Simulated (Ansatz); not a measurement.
## C (Fd-3m), random displacements

Theory: DFT PBE, scalar-relativistic, plane waves, PAW (Ansatz). Cutoff 420 eV, Γ-centred 6×6×6 k-points, Gaussian smearing of 0.05 eV. No spin polarisation. Energies are free energies at this smearing, counted from the undisturbed cell; pressure is positive in compression.

The undisturbed cell (as given, not relaxed at this level):

```xyz
8
Lattice="3.5668 0.0000 0.0000 0.0000 -3.5668 0.0000 0.0000 0.0000 -3.5668" Properties=species:S:1:pos:R:3 pbc="T T T"
C     1.7834    0.0000    0.0000
C     0.0000   -1.7834    0.0000
C     0.0000    0.0000   -1.7834
C     1.7834   -1.7834   -1.7834
C     2.6751   -2.6751   -2.6751
C     0.8917   -0.8917   -2.6751
C     0.8917   -2.6751   -0.8917
C     2.6751   -0.8917   -0.8917
```

The atoms are displaced (Å, in the unstrained cell):

| atom | ux | uy | uz |
| --- | --- | --- | --- |
| C1 | 0.190 | 0.230 | 0.270 |
| C2 | -0.009 | 0.111 | -0.121 |
| C3 | -0.032 | 0.052 | -0.060 |
| C4 | -0.044 | -0.293 | 0.078 |
| C5 | 0.123 | 0.008 | -0.076 |
| C6 | 0.108 | 0.060 | -0.030 |
| C7 | -0.401 | -0.116 | -0.108 |
| C8 | 0.065 | -0.052 | 0.048 |

The cell is not strained.

(1) What are the energy change, the stress and the forces?

## Answers

(1) ΔE = 1475.7 meV/atom; stress (xx, yy, zz, yz, xz, xy; compression positive) (66.32, 44.92, 62.56, 24.30, 52.03, 6.79) GPa; gap on the mesh 0.19 eV.
| atom | Fx (eV/Å) | Fy | Fz |
| --- | --- | --- | --- |
| C1 | -14.15 | -17.22 | -13.01 |
| C2 | 4.56 | -4.12 | 5.17 |
| C3 | -3.07 | -12.36 | -5.39 |
| C4 | -0.35 | 8.50 | -0.97 |
| C5 | 4.70 | 10.47 | 8.72 |
| C6 | -0.17 | -0.90 | 1.40 |
| C7 | 15.83 | 11.19 | 8.75 |
| C8 | -7.34 | 4.44 | -4.67 |

Cost: 1 run of about 0.045 core-minutes, on AMD EPYC 9R45 (Zen 5) (shared hosts).